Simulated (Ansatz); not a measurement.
Input of an Ansatz 0.2.0 run:

The input input.yaml:

```yaml
crystal:
  lattice:
    - [-4.9075, 4.9075, 1.4235]
    - [4.9075, -4.9075, 1.4235]
    - [4.9075, 4.9075, -1.4235]
  atoms:
    - { symbol: Mn, position: [0.83, 0.65, 0.48], spin: 4.0 }
    - { symbol: Mn, position: [0.65, 0.17, 0.82], spin: -4.0 }
    - { symbol: Mn, position: [0.17, 0.35, 0.52], spin: 4.0 }
    - { symbol: Mn, position: [0.35, 0.83, 0.18], spin: -4.0 }
    - { symbol: O, position: [0.458, 0.16, 0.618] }
    - { symbol: O, position: [0.16, 0.542, 0.702] }
    - { symbol: O, position: [0.542, 0.84, 0.382] }
    - { symbol: O, position: [0.84, 0.458, 0.298] }
    - { symbol: O, position: [0.205, 0.16, 0.365] }
    - { symbol: O, position: [0.16, 0.795, 0.955] }
    - { symbol: O, position: [0.795, 0.84, 0.635] }
    - { symbol: O, position: [0.84, 0.205, 0.045] }
hamiltonian:
  xc: pbesol
  pseudopotentials: { kind: paw }
magnetization:
  spin_polarized: true
kpoints:
  mp_grid: { grid: [10, 10, 10] }
scf:
  occupations: { method: fermi_dirac, width: 0.05 }
output:
  forces: true
  stress: true
  eigenvalues: true
```

Potentials or basis: Ansatz PAW.

Run with:

```console
$ ansatz run input.yaml --threads 4 --pin off --max-ram 11264MiB --backend cpu --events-out ev --progress --plain --runs-dir out
```

Predict the largest force.

0.727 eV/Å.

Predict the pressure.

-4.1 GPa.

What does it give for the absolute moment?

11.37 μB per cell.

Estimate the band gap on the k mesh.

0.43 eV, indirect (least direct gap 0.56 eV).

Forces in eV/Å, atoms in the order of the input:
```
Mn  -0.278  0.672  0.000
Mn  -0.672 -0.278  0.000
Mn   0.278 -0.672  0.000
Mn   0.672  0.278  0.000
O    0.174 -0.118  0.000
O    0.118  0.174  0.000
O   -0.174  0.118  0.000
O   -0.118 -0.174  0.000
O   -0.511 -0.185  0.000
O    0.185 -0.511  0.000
O    0.511  0.185  0.000
O   -0.185  0.511  0.000
```

Caveat: the pressure holds a Pulay correction of +0.8 GPa for the finite cutoff; the PAW data sets come from PBE, with cores solved anew for the run's functional, which leaves a small shift of forces and pressure. A k mesh can miss the band edges.
